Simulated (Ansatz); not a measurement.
Ansatz input file:

```yaml
crystal:
  lattice:
    - [0.0, 2.4424797073, 2.4424797073]
    - [2.4424797073, 0.0, 2.4424797073]
    - [2.4424797073, 2.4424797073, 0.0]
  atoms:
    - { symbol: Hf, position: [0.0, 0.0, 0.0] }
    - { symbol: O, position: [0.25, 0.25, 0.25] }
    - { symbol: O, position: [0.75, 0.75, 0.75] }
basis:
  ecutwfc: 420
kpoints:
  mp_grid: { grid: [8, 8, 8] }
hamiltonian:
  xc: pbe
scf:
  occupations: { method: gaussian, width: 0.02 }
output:
  forces: true
  stress: true
  eigenvalues: true
```

Launched with
```bash
ansatz run input.yaml --threads 1 --pin off --max-ram 2560MiB --backend cpu --events-out ev --progress --plain --runs-dir out
```

Level of theory: Ansatz 0.2.0, DFT PBE, scalar-relativistic, plane waves, PAW.

Abridged output (iterations and final results):

```
SCF iter   1: F=—  HF=-16860.952799 eV  |F-HF|=—  |Δ(HF+E_count)|=         —  Δρ=3.02e-3  dr2=1.63e-3  ethr=1.77e-3  ⟨swp⟩=5.3  Hψ=2540  notcnv=0
SCF iter   2: F=—  HF=-16860.953657 eV  |F-HF|=—  |Δ(HF+E_count)|=   8.58e-4  Δρ=2.04e-3  dr2=6.17e-4  ethr=4.28e-6  ⟨swp⟩=2.1  Hψ=1480  notcnv=0
SCF iter   3: F=—  HF=-16860.953764 eV  |F-HF|=—  |Δ(HF+E_count)|=   1.08e-4  Δρ=9.12e-4  dr2=1.14e-4  ethr=1.62e-6  ⟨swp⟩=2.1  Hψ=1162  notcnv=0
SCF iter   4: F=—  HF=-16860.953903 eV  |F-HF|=—  |Δ(HF+E_count)|=   1.38e-4  Δρ=2.96e-4  dr2=1.28e-5  ethr=2.99e-7  ⟨swp⟩=2.7  Hψ=1208  notcnv=0
SCF iter   5: F=—  HF=-16860.953898 eV  |F-HF|=—  |Δ(HF+E_count)|=   5.08e-6  Δρ=6.61e-5  dr2=7.48e-7  ethr=3.37e-8  ⟨swp⟩=2.4  Hψ=1168  notcnv=0
SCF iter   6: F=-16860.953898 eV  HF=-16860.953898 eV  |F-HF|=2.83e-8  |Δ(HF+E_count)|=   5.03e-7  Δρ=2.68e-5  dr2=9.13e-8  ethr=2.63e-10  ⟨swp⟩=3.7  Hψ=2941  notcnv=0
SCF 1 converged in 6 iterations: F = -16860.953898 eV  dr2 = 9.13e-8
SCF converged after 6 iterations
Free energy (F): -16860.953898 eV
Harris-Foulkes:  -16860.953898 eV  (|F-HF|=2.83e-8)
Internal energy: -16860.953898 eV  (E = F + TS)
E sigma→0 (E₀):  -16860.953898 eV
Fermi energy:    20.487130 eV
--- Per-component energies (eV) ---
  E_band       = 150.500427
  E_kinetic    = 783.819001
  E_local      = -5411.048758  (includes V_loc(G=0)·N_el)
  E_nonlocal   = -1145.447136
  E_hartree    = 2516.061931
  E_xc         = -451.012645
  E_vxc        = -459.213397  (∫ρ·V_xc dr)
  E_paw        = -7245.528213  (= ΣΔE_a)
  E_vpaw       = 1350.246728  (= ΣTr[D̂ρ^β])
  E_aug_tail   = 0.004969  (compensation charges beyond the density's cutoff)
  E_ewald      = -5907.803048
  E_smearing   =  0.000000  (= −TS)
--- Forces (eV/Å), atoms counted from 1 ---
  atom   1  Hf     0.00000000     0.00000000     0.00000000
  atom   2  O      0.00000000     0.00000000     0.00000000
  atom   3  O      0.00000000     0.00000000     0.00000000
--- Stress (GPa, compression-positive) ---
       41.105910       0.000000       0.000000
        0.000000      41.105910       0.000000
        0.000000       0.000000      41.105910
  P = ⅓ Tr σ = 41.1059 GPa (411.059 kbar)
--- Band table (eV; the first three rows and the last of 29) ---
  k-point 0: bands = ["-42.0792", "-10.6763", "-10.6763", "-10.6763", "-1.0620", "2.3101", "8.0913", "8.0913", "8.0913", "8.1895", "8.1895", "8.1895", "8.4617", "12.3096", "12.3096", "12.3096", "17.7868", "17.7868", "17.7868", "22.5593", "22.5593", "25.1084", "30.3334"]
  k-point 1: bands = ["-42.0753", "-10.7961", "-10.6885", "-10.6885", "-0.7868", "2.1263", "8.0963", "8.0965", "8.0965", "8.1791", "8.1791", "8.1897", "8.3830", "12.4898", "12.4898", "12.8599", "17.3205", "17.4492", "17.4492", "22.9236", "22.9236", "25.6980", "29.4493"]
  k-point 2: bands = ["-42.0659", "-11.0666", "-10.7177", "-10.7177", "-0.1710", "1.7939", "8.1061", "8.1061", "8.1139", "8.1613", "8.1613", "8.1902", "8.2627", "12.9209", "12.9209", "14.0704", "16.3697", "16.8679", "16.8679", "23.4601", "23.4601", "26.1730", "28.8799"]
  k-point 28: bands = ["-42.0437", "-11.1794", "-11.1794", "-10.8857", "1.3451", "1.3451", "8.1127", "8.1147", "8.1372", "8.1372", "8.1426", "8.1803", "8.1803", "12.6281", "12.7824", "15.6180", "15.6180", "16.8080", "18.2174", "23.6842", "24.1267", "26.5405", "26.5405"]
```

The calculation finished and met its thresholds.

It took 0.67 s on 1 thread of Intel(R) Xeon(R) 6975P-C (Granite Rapids), on a shared host, peak memory 0.32 GiB.

Spin–orbit coupling is left out, which can shift energies with elements as heavy as these.